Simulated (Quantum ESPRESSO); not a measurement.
# AlNi (Pm-3m) in Quantum ESPRESSO: single point with PBE

Aim: the single point of AlNi with PBE.

Program: Quantum ESPRESSO 7.5. These are calculated values, not measurements. Logs are shortened: lines on timing, memory, paths and dates and some standing lists are left out, and cuts for length are marked.

**1. Starting point**

The structure is cubic, space group Pm-3m (No. 221). Conventional cell: a = 2.881 Å, b = 2.881 Å, c = 2.881 Å, α = 90.00°, β = 90.00°, γ = 90.00°. Around Ni (site symmetry m-3m) lie 8 Al at 2.50 Å. Al (site symmetry m-3m) has 8 Ni at 2.50 Å as nearest neighbours.

**2. Single point, PBE, collinear spin, ferromagnetic start**

Input file pw.in:

```
&CONTROL
  calculation = 'scf'
  prefix = 'pwscf'
  outdir = './tmp'
  pseudo_dir = './pseudo'
  tprnfor = .true.
  tstress = .true.
  disk_io = 'nowf'
/
&SYSTEM
  ibrav = 0
  nat = 2
  ntyp = 2
  ecutwfc = 75
  nbnd = 25
  occupations = 'smearing'
  smearing = 'fd'
  degauss = 0.00367493
  nspin = 2
  starting_magnetization(1) = 0.0556
  starting_magnetization(2) = 0
/
&ELECTRONS
  conv_thr = 4d-10
  electron_maxstep = 120
  mixing_beta = 0.3
/
ATOMIC_SPECIES
Ni    58.6934 Ni_ONCV_PBE-1.2.upf
Al    26.9815 Al_ONCV_PBE-1.2.upf
CELL_PARAMETERS angstrom
   2.8810000000    0.0000000000    0.0000000000
   0.0000000000    2.8810000000    0.0000000000
   0.0000000000    0.0000000000    2.8810000000
ATOMIC_POSITIONS crystal
Ni     0.5000000000    0.5000000000    0.5000000000
Al     0.0000000000    0.0000000000    0.0000000000
K_POINTS automatic
4 4 4 0 0 0
```

Potentials or basis: SG15 PBE 1.2.

Launch:

```bash
$ OMP_NUM_THREADS=1 mpirun -n 2 pw.x -nk 2 -in pw.in > pw.out
```

pw.out:

```text
This program is part of the open-source Quantum ESPRESSO suite
     for quantum simulation of materials; please cite
[... 6 lines left out ...]
     using ibrav=0 with symmetry is DISCOURAGED, use correct ibrav instead

     K-points division:     npool     =       2
     Subspace diagonalization in iterative solution of the eigenvalue problem:
     a serial algorithm will be used

     G-vector sticks info
     --------------------
     sticks:   dense  smooth     PW     G-vecs:    dense   smooth      PW
     Sum         709     709    221                14147    14147    2517

     Using Slab Decomposition

     bravais-lattice index     =            0
     lattice parameter (alat)  =       5.4443  a.u.
     unit-cell volume          =     161.3713 (a.u.)^3
     number of atoms/cell      =            2
     number of atomic types    =            2
     number of electrons       =        29.00
     number of Kohn-Sham states=           25
     kinetic-energy cutoff     =      75.0000  Ry
     charge density cutoff     =     300.0000  Ry
     scf convergence threshold =      4.0E-10
     mixing beta               =       0.3000
     number of iterations used =            8  plain     mixing
     Exchange-correlation= PBE
                           (   1   4   3   4   0   0   0)

     celldm(1)=   5.444301  celldm(2)=   0.000000  celldm(3)=   0.000000
     celldm(4)=   0.000000  celldm(5)=   0.000000  celldm(6)=   0.000000

     crystal axes: (cart. coord. in units of alat)
               a(1) = (   1.000000   0.000000   0.000000 )
               a(2) = (   0.000000   1.000000   0.000000 )
               a(3) = (   0.000000   0.000000   1.000000 )

     reciprocal axes: (cart. coord. in units 2 pi/alat)
               b(1) = (  1.000000  0.000000  0.000000 )
               b(2) = (  0.000000  1.000000  0.000000 )
               b(3) = (  0.000000  0.000000  1.000000 )

     PseudoPot. # 1 for Ni read from file:
     Ni_ONCV_PBE-1.2.upf
     Pseudo is Norm-conserving, Zval = 18.0
     Generated using ONCVPSP code by D. R. Hamann
     Using radial grid of  602 points,  6 beta functions with:
                l(1) =   0
                l(2) =   0
                l(3) =   1
                l(4) =   1
                l(5) =   2
                l(6) =   2

     PseudoPot. # 2 for Al read from file:
     Al_ONCV_PBE-1.2.upf
     Pseudo is Norm-conserving, Zval = 11.0
     Generated using ONCVPSP code by D. R. Hamann
     Using radial grid of  602 points,  4 beta functions with:
                l(1) =   0
                l(2) =   0
                l(3) =   1
                l(4) =   1

     atomic species   valence    mass     pseudopotential
     Ni               18.00    58.69340     Ni( 1.00)
     Al               11.00    26.98150     Al( 1.00)

     Starting magnetic structure
     atomic species   magnetization
     Ni              0.056
     Al              0.000

     48 Sym. Ops., with inversion, found

   Cartesian axes

     site n.     atom                  positions (alat units)
         1        Ni     tau(   1) = (   0.5000000   0.5000000   0.5000000  )
         2        Al     tau(   2) = (   0.0000000   0.0000000   0.0000000  )

     number of k points=    10  Fermi-Dirac smearing, width (Ry)=  0.0037
                       cart. coord. in units 2pi/alat
        k(    1) = (   0.0000000   0.0000000   0.0000000), wk =   0.0156250
        k(    2) = (   0.0000000   0.0000000   0.2500000), wk =   0.0937500
        k(    3) = (   0.0000000   0.0000000  -0.5000000), wk =   0.0468750
        k(    4) = (   0.0000000   0.2500000   0.2500000), wk =   0.1875000
        k(    5) = (   0.0000000   0.2500000  -0.5000000), wk =   0.1875000
        k(    6) = (   0.0000000  -0.5000000  -0.5000000), wk =   0.0468750
        k(    7) = (   0.2500000   0.2500000   0.2500000), wk =   0.1250000
        k(    8) = (   0.2500000   0.2500000  -0.5000000), wk =   0.1875000
        k(    9) = (   0.2500000  -0.5000000  -0.5000000), wk =   0.0937500
        k(   10) = (  -0.5000000  -0.5000000  -0.5000000), wk =   0.0156250

     Dense  grid:    14147 G-vectors     FFT dimensions: (  32,  32,  32)

     Generating pointlists ...
     new r_m :   0.3572 (alat units)  1.9449 (a.u.) for type    1
     new r_m :   0.3572 (alat units)  1.9449 (a.u.) for type    2

     Initial potential from superposition of free atoms

     starting charge      28.8870, renormalised to      29.0000
     Starting wfcs are random

     Self-consistent Calculation

     iteration #  1     ecut=    75.00 Ry     beta= 0.30
     Davidson diagonalization with overlap
     ethr =  1.00E-02,  avg # of iterations =  8.8

     Threshold (ethr) on eigenvalues was too large:
     Diagonalizing with lowered threshold

     Davidson diagonalization with overlap
     ethr =  3.70E-04,  avg # of iterations =  1.7

     total energy              =    -446.80712586 Ry
     estimated scf accuracy    <       0.11038020 Ry

     total magnetization       =     0.09 Bohr mag/cell
     absolute magnetization    =     0.19 Bohr mag/cell

     iteration #  2     ecut=    75.00 Ry     beta= 0.30
     Davidson diagonalization with overlap
     ethr =  3.81E-04,  avg # of iterations =  1.0

     total energy              =    -446.81899773 Ry
     estimated scf accuracy    <       0.03862379 Ry

     total magnetization       =     0.09 Bohr mag/cell
     absolute magnetization    =     0.24 Bohr mag/cell

     iteration #  3     ecut=    75.00 Ry     beta= 0.30
     Davidson diagonalization with overlap
     ethr =  1.33E-04,  avg # of iterations =  1.0

     total energy              =    -446.82170341 Ry
     estimated scf accuracy    <       0.01347065 Ry

     total magnetization       =     0.09 Bohr mag/cell
     absolute magnetization    =     0.15 Bohr mag/cell

     iteration #  4     ecut=    75.00 Ry     beta= 0.30
     Davidson diagonalization with overlap
     ethr =  4.65E-05,  avg # of iterations =  1.9

     total energy              =    -446.82393700 Ry
     estimated scf accuracy    <       0.00138118 Ry

     total magnetization       =     0.06 Bohr mag/cell
     absolute magnetization    =     0.08 Bohr mag/cell

     iteration #  5     ecut=    75.00 Ry     beta= 0.30
     Davidson diagonalization with overlap
     ethr =  4.76E-06,  avg # of iterations =  2.1

     total energy              =    -446.82414476 Ry
     estimated scf accuracy    <       0.00118841 Ry
[... 68 lines left out ...]
     total energy              =    -446.82437131 Ry
     estimated scf accuracy    <       0.00000004 Ry

     total magnetization       =    -0.00 Bohr mag/cell
     absolute magnetization    =     0.00 Bohr mag/cell

     iteration # 13     ecut=    75.00 Ry     beta= 0.30
     Davidson diagonalization with overlap
     ethr =  1.22E-10,  avg # of iterations =  1.1

     total energy              =    -446.82437131 Ry
     estimated scf accuracy    <       0.00000002 Ry

     total magnetization       =    -0.00 Bohr mag/cell
     absolute magnetization    =     0.00 Bohr mag/cell

     iteration # 14     ecut=    75.00 Ry     beta= 0.30
     Davidson diagonalization with overlap
     ethr =  5.24E-11,  avg # of iterations =  1.0

     total energy              =    -446.82437131 Ry
     estimated scf accuracy    <          3.6E-09 Ry

     total magnetization       =    -0.00 Bohr mag/cell
     absolute magnetization    =     0.00 Bohr mag/cell

     iteration # 15     ecut=    75.00 Ry     beta= 0.30
     Davidson diagonalization with overlap
     ethr =  1.24E-11,  avg # of iterations =  1.6

     Magnetic moment per site  (integrated on atomic sphere of radius R)
     atom   1 (R=0.357)  charge= 16.8511  magn= -0.0000
     atom   2 (R=0.357)  charge=  9.2263  magn= -0.0000

     End of self-consistent calculation

 ------ SPIN UP ------------

          k = 0.0000 0.0000 0.0000 (  1791 PWs)   bands (ev):

   -86.4182 -86.1223 -47.6256 -47.6256 -47.6256 -46.7927 -46.7927 -46.7927
     5.7619  13.6987  13.6987  15.3814  15.3814  15.3814  22.4091  22.4091
    22.4091  25.0755  25.0755  30.6837  38.0197  38.0197  38.0197  40.3355
    40.3355

          k = 0.0000 0.0000 0.2500 (  1779 PWs)   bands (ev):

   -86.4171 -86.1223 -47.6300 -47.6241 -47.6241 -46.8052 -46.7929 -46.7929
     6.8985  13.2971  13.9284  14.9992  14.9992  15.4248  17.7393  23.8297
    23.8297  25.1539  28.6125  32.5263  32.5263  34.7792  34.8769  36.5593
    38.1670

          k = 0.0000 0.0000-0.5000 (  1800 PWs)   bands (ev):

   -86.4159 -86.1224 -47.6344 -47.6226 -47.6226 -46.8177 -46.7932 -46.7932
     9.9680  10.1363  14.1738  14.6737  14.6737  15.4686  16.2828  25.2622
    27.0264  27.0264  27.7657  27.7657  31.2636  32.1625  32.3876  38.3387
    42.0261

          k = 0.0000 0.2500 0.2500 (  1771 PWs)   bands (ev):

   -86.4161 -86.1221 -47.6315 -47.6286 -47.6231 -46.8054 -46.8020 -46.7926
     7.9863  13.5782  13.7702  14.6414  15.0251  15.1175  17.9394  19.5387
    25.1559  25.8604  28.4940  33.0038  33.1007  33.6727  35.0173  35.8565
    39.3532

          k = 0.0000 0.2500-0.5000 (  1752 PWs)   bands (ev):

   -86.4152 -86.1219 -47.6360 -47.6301 -47.6222 -46.8144 -46.8023 -46.7923
    10.6358  11.2412  14.3593  14.4155  14.7608  15.1431  16.2389  21.6772
    21.8191  28.2538  28.6944  29.1604  32.2758  34.8036  35.8382  38.7047
    39.3851

          k = 0.0000-0.5000-0.5000 (  1740 PWs)   bands (ev):

   -86.4145 -86.1215 -47.6375 -47.6375 -47.6217 -46.8113 -46.8113 -46.7914
    11.5914  13.5692  14.0124  14.0124  14.8500  14.8500  15.9147  18.4367
    19.3733  29.1827  32.1283  32.1283  32.2596  32.2596  32.9870  34.1750
    40.2288

          k = 0.2500 0.2500 0.2500 (  1791 PWs)   bands (ev):

   -86.4153 -86.1219 -47.6295 -47.6295 -47.6289 -46.8037 -46.8027 -46.8027
     9.0119  13.7791  13.7791  14.6597  14.8137  14.8137  19.1787  19.1787
    21.0331  27.1502  27.1502  28.4378  34.3460  34.3460  36.1697  39.5937
    42.2979

          k = 0.2500 0.2500-0.5000 (  1756 PWs)   bands (ev):

   -86.4145 -86.1215 -47.6355 -47.6297 -47.6276 -46.8134 -46.8033 -46.8014
    11.2564  12.1508  13.7016  14.7144  14.8323  15.6719  16.3621  22.1831
    22.3415  22.9328  23.6110  29.4043  32.8152  35.7575  38.5729  39.7075
    40.8820

          k = 0.2500-0.5000-0.5000 (  1764 PWs)   bands (ev):

   -86.4138 -86.1211 -47.6350 -47.6350 -47.6271 -46.8124 -46.8124 -46.8024
    12.1429  13.1837  13.1837  14.5894  15.9295  16.5753  16.5753  18.5873
    19.6144  24.6834  25.3440  25.3440  28.5596  38.8953  41.0794  41.0794
    43.7570

          k =-0.5000-0.5000-0.5000 (  1736 PWs)   bands (ev):

   -86.4131 -86.1206 -47.6325 -47.6325 -47.6325 -46.8135 -46.8135 -46.8135
    12.8088  12.8088  12.8088  15.9443  15.9443  18.9594  18.9594  18.9594
    20.5817  21.3319  21.3319  21.3319  24.6799  44.5964  44.5964  48.6022
    48.6022

 ------ SPIN DOWN ----------

          k = 0.0000 0.0000 0.0000 (  1791 PWs)   bands (ev):

   -86.4182 -86.1223 -47.6256 -47.6256 -47.6256 -46.7927 -46.7927 -46.7927
     5.7619  13.6987  13.6987  15.3814  15.3814  15.3814  22.4091  22.4091
    22.4091  25.0755  25.0755  30.6837  38.0197  38.0197  38.0197  40.3355
    40.3355

          k = 0.0000 0.0000 0.2500 (  1779 PWs)   bands (ev):

   -86.4171 -86.1223 -47.6300 -47.6241 -47.6241 -46.8052 -46.7929 -46.7929
     6.8985  13.2971  13.9284  14.9992  14.9992  15.4248  17.7393  23.8296
    23.8296  25.1538  28.6125  32.5263  32.5263  34.7791  34.8769  36.5593
    38.1670

          k = 0.0000 0.0000-0.5000 (  1800 PWs)   bands (ev):

   -86.4159 -86.1224 -47.6344 -47.6226 -47.6226 -46.8177 -46.7932 -46.7932
     9.9680  10.1363  14.1738  14.6737  14.6737  15.4686  16.2829  25.2622
    27.0263  27.0263  27.7657  27.7657  31.2635  32.1625  32.3875  38.3387
    42.0261

          k = 0.0000 0.2500 0.2500 (  1771 PWs)   bands (ev):

   -86.4161 -86.1221 -47.6315 -47.6286 -47.6231 -46.8054 -46.8021 -46.7926
     7.9863  13.5782  13.7702  14.6414  15.0251  15.1175  17.9394  19.5387
    25.1559  25.8604  28.4940  33.0038  33.1006  33.6726  35.0172  35.8565
    39.3532

          k = 0.0000 0.2500-0.5000 (  1752 PWs)   bands (ev):

   -86.4152 -86.1219 -47.6360 -47.6301 -47.6222 -46.8145 -46.8023 -46.7923
    10.6358  11.2412  14.3593  14.4155  14.7608  15.1430  16.2389  21.6772
    21.8191  28.2537  28.6944  29.1604  32.2757  34.8036  35.8382  38.7047
    39.3851

          k = 0.0000-0.5000-0.5000 (  1740 PWs)   bands (ev):

   -86.4145 -86.1215 -47.6375 -47.6375 -47.6217 -46.8113 -46.8113 -46.7914
    11.5913  13.5692  14.0124  14.0124  14.8500  14.8500  15.9147  18.4367
    19.3733  29.1827  32.1283  32.1283  32.2595  32.2595  32.9870  34.1750
    40.2288

          k = 0.2500 0.2500 0.2500 (  1791 PWs)   bands (ev):

   -86.4153 -86.1219 -47.6295 -47.6295 -47.6289 -46.8037 -46.8027 -46.8027
     9.0119  13.7790  13.7790  14.6597  14.8137  14.8137  19.1787  19.1787
    21.0331  27.1502  27.1502  28.4378  34.3459  34.3459  36.1697  39.5937
    42.2978

          k = 0.2500 0.2500-0.5000 (  1756 PWs)   bands (ev):

   -86.4145 -86.1215 -47.6355 -47.6297 -47.6276 -46.8134 -46.8033 -46.8014
    11.2564  12.1508  13.7016  14.7144  14.8323  15.6719  16.3621  22.1831
    22.3414  22.9327  23.6110  29.4043  32.8152  35.7575  38.5729  39.7075
    40.8820

          k = 0.2500-0.5000-0.5000 (  1764 PWs)   bands (ev):

   -86.4138 -86.1211 -47.6350 -47.6350 -47.6271 -46.8124 -46.8124 -46.8024
    12.1429  13.1837  13.1837  14.5894  15.9295  16.5753  16.5753  18.5873
    19.6143  24.6834  25.3440  25.3440  28.5596  38.8953  41.0793  41.0793
    43.7570

          k =-0.5000-0.5000-0.5000 (  1736 PWs)   bands (ev):

   -86.4131 -86.1206 -47.6325 -47.6325 -47.6325 -46.8135 -46.8135 -46.8135
    12.8088  12.8088  12.8088  15.9443  15.9443  18.9593  18.9593  18.9593
    20.5817  21.3319  21.3319  21.3319  24.6799  44.5964  44.5964  48.6022
    48.6022

     the Fermi energy is    16.6316 ev

!    total energy              =    -446.82437131 Ry
     estimated scf accuracy    <          2.1E-10 Ry
     smearing contrib. (-TS)   =      -0.00081434 Ry
     internal energy E=F+TS    =    -446.82355697 Ry

     The total energy is F=E-TS. E is the sum of the following terms:
     one-electron contribution =    -227.21037335 Ry
     hartree contribution      =     116.71529246 Ry
     xc contribution           =     -46.08661902 Ry
     ewald contribution        =    -290.24185706 Ry

     total magnetization       =    -0.00 Bohr mag/cell
     absolute magnetization    =     0.00 Bohr mag/cell

     convergence has been achieved in  15 iterations

     Forces acting on atoms (cartesian axes, Ry/au):

     atom    1 type  1   force =     0.00000000    0.00000000    0.00000000
     atom    2 type  2   force =     0.00000000    0.00000000    0.00000000

     Total force =     0.000000     Total SCF correction =     0.000000

     Computing stress (Cartesian axis) and pressure

          total   stress  (Ry/bohr**3)                   (kbar)     P=       14.83
   0.00010079   0.00000000   0.00000000           14.83        0.00        0.00
   0.00000000   0.00010079   0.00000000            0.00       14.83        0.00
   0.00000000   0.00000000   0.00010079            0.00        0.00       14.83

=------------------------------------------------------------------------------=
   JOB DONE.
=------------------------------------------------------------------------------=
```

It took 6.7 s on 2 MPI ranks of Arm Neoverse V2, shared host; peak memory 0.12 GiB.

Results:

```
Free energy                                           : -6079.3553 eV
Pressure                                              : 1.5 GPa
Band gap on the k mesh                                : none (metal or under the smearing width)
Net moment                                            : 0.00 μB per cell
Absolute moment                                       : 0.00 μB per cell
Valence electrons inside the program's atomic spheres : Ni 16.85; Al 9.23
```

Levels at points of the mesh, in eV from the Fermi level:
Spin up:
```
              k point  band 11  band 12  band 13  band 14  band 15  band 16  band 17  band 18
   (0.00, 0.00, 0.00)    -2.93    -1.25    -1.25    -1.25     5.78     5.78     5.78     8.44
  (0.00, 0.00, -0.50)    -2.46    -1.96    -1.96    -1.16    -0.35     8.63    10.39    10.39
 (0.00, -0.50, -0.50)    -2.62    -2.62    -1.78    -1.78    -0.72     1.81     2.74    12.55
(-0.50, -0.50, -0.50)    -3.82    -0.69    -0.69     2.33     2.33     2.33     3.95     4.70
```
Spin down:
```
              k point  band 12  band 13  band 14  band 15  band 16  band 17
   (0.00, 0.00, 0.00)    -1.25    -1.25    -1.25     5.78     5.78     5.78
  (0.00, 0.00, -0.50)    -1.96    -1.96    -1.16    -0.35     8.63    10.39
 (0.00, -0.50, -0.50)    -2.62    -1.78    -1.78    -0.72     1.81     2.74
(-0.50, -0.50, -0.50)    -0.69    -0.69     2.33     2.33     2.33     3.95
```

Caveat: the k mesh is coarse (spacing up to 0.55 Å⁻¹), so the values aren't converged.
